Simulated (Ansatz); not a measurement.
**PbS (h-MgO (five-fold) type): maximally localised Wannier functions**

Aim: build maximally localised Wannier functions for PbS (h-MgO (five-fold) type) from several sets of trial orbitals, and check spreads and centres, and how well the models interpolate the bands. The runs, in order: PBE, anion s p, 6×6×4; PBE, anion s p, 6×6×2; PBE, anion p, 6×6×4; PBE, all s p, disentangled, 6×6×4; r2SCAN, anion s p, 6×6×4; r2SCAN, anion p, 6×6×4; HSE06, anion s p, 6×6×4; HSE06, anion p, 6×6×4 (level, trial orbitals, Wannier mesh).

Method: plane waves, PAW, in Ansatz 0.2.0.

1 further run of the same task is left out (it didn't finish).

### 1 The system as given

The structure is hexagonal, space group P6_3/mmc (No. 194). Conventional cell: a = 4.997 Å, b = 4.997 Å, c = 5.997 Å, α = 90.00°, β = 90.00°, γ = 120.00°. Pb (site symmetry -6m2) is surrounded by 5 S at 2.89 to 3.00 Å. S (site symmetry -6m2) has 5 Pb at 2.89 to 3.00 Å as nearest neighbours.

Structure file:

```
Pb S
1.0
     4.99709    0.00000    0.00000
    -2.49854    4.32761    0.00000
     0.00000    0.00000    5.99707
Pb S
2 2
Direct
  0.33333 0.66667 0.25000
  0.66667 0.33333 0.75000
  0.66667 0.33333 0.25000
  0.33333 0.66667 0.75000
```

Cell and atoms come from an earlier r2SCAN relaxation. No run includes spin-orbit coupling, which matters for Pb.

### 2 PBE, anion s p, 6×6×4

File input.yaml:

```yaml
crystal:
  lattice:
    - [4.9970879619, 0.0, 0.0]
    - [-2.4985439809, 4.3276051199, 0.0]
    - [0.0, 0.0, 5.9970707141]
  atoms:
    - { symbol: Pb, position: [0.3333333333, 0.6666666667, 0.25] }
    - { symbol: Pb, position: [0.6666666667, 0.3333333333, 0.75] }
    - { symbol: S, position: [0.6666666667, 0.3333333333, 0.25] }
    - { symbol: S, position: [0.3333333333, 0.6666666667, 0.75] }
kpoints:
  mp_grid: { grid: [6, 6, 4] }
  band_path:
    path:
      - [[0.0, 0.0, 0.0], [0.5, -4.363292015109e-17, 0.0], [0.3333333333333, 0.3333333333333, 0.0], [0.0, 0.0, 0.0], [0.0, 0.0, 0.5], [0.5, -4.363292015109e-17, 0.5], [0.3333333333333, 0.3333333333333, 0.5], [0.0, 0.0, 0.5]]
      - [[0.5, -4.363292015109e-17, 0.5], [0.5, -4.363292015109e-17, 0.0]]
      - [[0.3333333333333, 0.3333333333333, 0.5], [0.3333333333333, 0.3333333333333, 0.0]]
    npoints: 10
hamiltonian:
  xc: pbe
scf:
  occupations: { method: fixed }
  n_extra_bands: 6
output:
  forces: false
  stress: false
  eigenvalues: true
  wannier:
    kmesh: [6, 6, 4]
    projections: [{ species: S, l: s, shell: 3 }, { species: S, l: p, shell: 3 }]
    minimise: true
    write_hr: true
    conv_tol: 1.0e-08
    max_iter: 3000
```

Launch:

```bash
$ ansatz run input.yaml --threads 4 --pin off --max-ram 3686MiB --backend cpu --events-out ev --progress --plain --runs-dir out
```

After this run come: PBE, anion s p, 6×6×2; PBE, anion p, 6×6×4; PBE, all s p, disentangled, 6×6×4; r2SCAN, anion s p, 6×6×4; r2SCAN, anion p, 6×6×4; HSE06, anion s p, 6×6×4; HSE06, anion p, 6×6×4.

Before running them: what should the planned runs give, taken together? Wanted: total spread, PBE, anion s p, 6×6×4; total spread, PBE, anion s p, 6×6×2; total spread, PBE, anion p, 6×6×4; total spread, PBE, all s p, disentangled, 6×6×4; total spread, r2SCAN, anion s p, 6×6×4; total spread, r2SCAN, anion p, 6×6×4; total spread, HSE06, anion s p, 6×6×4; total spread, HSE06, anion p, 6×6×4; centres of the first set.

The runs gave:

```
                                       quantity                                 value
            total spread, PBE, anion s p, 6×6×4             25.53 Å² over 8 functions
            total spread, PBE, anion s p, 6×6×2             22.92 Å² over 8 functions
              total spread, PBE, anion p, 6×6×4             24.15 Å² over 6 functions
total spread, PBE, all s p, disentangled, 6×6×4            28.65 Å² over 16 functions
         total spread, r2SCAN, anion s p, 6×6×4             25.06 Å² over 8 functions
           total spread, r2SCAN, anion p, 6×6×4             23.72 Å² over 6 functions
          total spread, HSE06, anion s p, 6×6×4             24.87 Å² over 8 functions
            total spread, HSE06, anion p, 6×6×4             23.58 Å² over 6 functions
                       centres of the first set  0.15 to 0.64 Å from the nearest atom
```

In words: With PBE, anion s p, 6×6×4 the 8 functions move off the atoms, with a mean spread of 3.19 Å²; 93 % of the total is gauge invariant. On one set and mesh the functional gives 25.53 (PBE), 25.06 (r2SCAN), 24.87 (HSE06) Å². The disentangled models miss some band by up to 0.7 eV, which may lie outside their frozen windows.
